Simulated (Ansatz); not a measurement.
The system is Ge.

```
CELL_PARAMETERS angstrom
1.48805 -2.59469 0.00000
1.48805 2.59469 0.00000
0.00000 0.00000 4.72760
ATOMIC_POSITIONS crystal
Ge 0.33345 0.66655 0.25000
Ge 0.66655 0.33345 0.75000
```

This isn't the form of Ge at room conditions, which is diamond.

```yaml
Program: Ansatz 0.2.0
Task: relaxation of cell and atoms
Functional: PBEsol
Potentials_or_basis: Ansatz PAW
Cutoff: "420 eV (not typed: the program's choice for these potentials)"
k_mesh: 10 × 10 × 6
Occupations: fermi-dirac, width 0.05 eV
Spin: no spin polarisation
```

At the start: volume 18.25 Å³/atom.

Q: Where does the relaxation end?

A: It ends after 19 steps and the volume is 18.36 Å³/atom (+0.6 %); space group P6/mmm (No. 191, to 0.05 Å).

The path:
```tsv
step	energy change (eV)	largest force (eV/Å)	volume (Å³)
1	0.0000	0.0006	36.51
2	-0.0051	0.0043	36.82
3	-0.0055	0.0061	36.63
4	-0.0057	0.0069	36.65
5	-0.0058	0.0077	36.64
6	-0.0060	0.0074	36.64
7	-0.0247	0.1107	36.49
8	-0.0682	0.0632	36.50
9	-0.1275	0.0727	36.41
10	-0.1408	0.0388	36.88
11	-0.1419	0.0134	36.59
12	-0.1465	0.0033	36.74
13	-0.1475	0.0028	36.73
14	-0.1481	0.0016	36.71
15	-0.1488	0.0009	36.64
16	-0.1489	0.0006	36.66
17	-0.1501	0.0006	36.66
18	-0.1502	0.0002	36.71
19	-0.1502	0.0002	36.71
```

Final structure:
```xyz
2
Lattice="1.4249 -2.4681 0.0000 1.4249 2.4681 0.0000 0.0000 0.0000 5.2192" Properties=species:S:1:pos:R:3 pbc="T T T"
Ge    1.4249    0.0008    1.3048
Ge    1.4249   -0.0008    3.9144
```

Caveat: the plane-wave basis is chosen anew once the cell has moved, so the energies of steps on either side of that aren't comparable; the PAW data sets come from PBE, with cores solved anew for the run's functional, which leaves a small shift of forces and pressure.
